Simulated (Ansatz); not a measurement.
# ZrB: the cost of one run

Method: DFT LDA, scalar-relativistic, plane waves, PAW, in Ansatz 0.2.0.

### 1 Starting point

Symmetry: Fm-3m, No. 225, cubic system. Conventional cell: a = 4.650 Å, b = 4.650 Å, c = 4.650 Å, α = 90.00°, β = 90.00°, γ = 90.00°. Zr (site symmetry m-3m) is surrounded by 6 B at 2.33 Å. Around B (site symmetry m-3m) lie 6 Zr at 2.33 Å.

As a file:

```
CELL_PARAMETERS angstrom
0.00000 2.32500 2.32500
2.32500 0.00000 2.32500
2.32500 2.32500 0.00000
ATOMIC_POSITIONS crystal
Zr 0.00000 0.00000 0.00000
B 0.50000 0.50000 0.50000
```

The cell is taken as given, not relaxed at this level.

### 2 The reference: the undisturbed cell on the scan's mesh

Contents of input.yaml:

```yaml
crystal:
  lattice:
    - [0.0, 2.325, 2.325]
    - [2.325, 0.0, 2.325]
    - [2.325, 2.325, 0.0]
  atoms:
    - { symbol: Zr, position: [0.0, 0.0, 0.0] }
    - { symbol: B, position: [0.5, 0.5, 0.5] }
basis:
  ecutwfc: 420
kpoints:
  mp_grid: { grid: [18, 18, 18] }
hamiltonian:
  xc: lda
scf:
  occupations: { method: gaussian, width: 0.15 }
output:
  forces: true
  stress: true
  eigenvalues: true
```

Q: Estimate wall time and peak memory on 1 thread of an x86-64 CPU, shared host.

About 2.2 s, with a peak of 0.46 GiB.
